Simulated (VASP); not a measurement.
Wanted: the native input for a VASP 6.6.1 run.

* Task: relaxation of cell and atoms
* Functional: RPBE
* Dispersion: D3(BJ)
* Potentials or basis: VASP PAW PBE potentials, release 64 (Al)
* Cutoff: 600 eV
* k mesh: 11 × 11 × 11
* Occupations: fermi-dirac, width 0.05 eV
* Spin: no spin polarisation
* Further INCAR settings: ALGO = Normal; EDIFF = 1e-07; IBRION = 2; EDIFFG = -0.01; NSW = 60; ISIF = 3

The structure of Al lies in POSCAR:

```
Al
1.0
    0.0000000000      2.0248050000      2.0248050000
    2.0248050000      0.0000000000      2.0248050000
    2.0248050000      2.0248050000      0.0000000000
Al
1
Direct
    0.0000000000      0.0000000000      0.0000000000
```

The input as run:

INCAR

```
ALGO = Normal
EDIFF = 1E-7
EDIFFG = -0.01
ENCUT = 600
GGA = RP
IBRION = 2
ISIF = 3
ISMEAR = -1
IVDW = 12
LASPH = T
LCHARG = F
LREAL = F
LWAVE = F
NELM = 100
NSW = 60
PREC = Accurate
SIGMA = 0.05
```

KPOINTS

```
k-points
0
Gamma
  11 11 11
```

Potentials or basis: VASP PAW PBE potentials, release 64 (Al).

The run is started by

```console
$ cat potpaw_PBE.64/Al/POTCAR > POTCAR
$ mpirun -np 1 vasp_std > vasp.out
```

It gave:

```
Relaxed volume                         : 13.48 Å³/atom
Relaxed cell                           : a = 2.671 Å, b = 2.671 Å, c = 2.671 Å, α = 60.00°, β = 60.00°, γ = 60.00°
Space group after relaxing (to 0.05 Å) : Fm-3m (No. 225)
Energy gained by relaxing              : 225.7 meV/atom
Ionic steps                            : 3
Pressure after relaxing                : -0.1 GPa
Band gap on the k mesh                 : none (metal or under the smearing width)
Dispersion energy per atom             : -2.215 eV
```

Caveat: the volume moved by over 15 % at a fixed basis, so the end points are rough; the PAW data sets were made with another functional, which shifts forces and pressure a little; the volume moved by -19 % from the deposited cell, more than functionals usually miss; pairwise dispersion overbinds metals, which lowers pressure and volume.

It took 19 s on 1 thread of AMD EPYC 7R43 64-Core Processor (Zen 3), with other jobs on the host, peak memory 0.11 GiB.
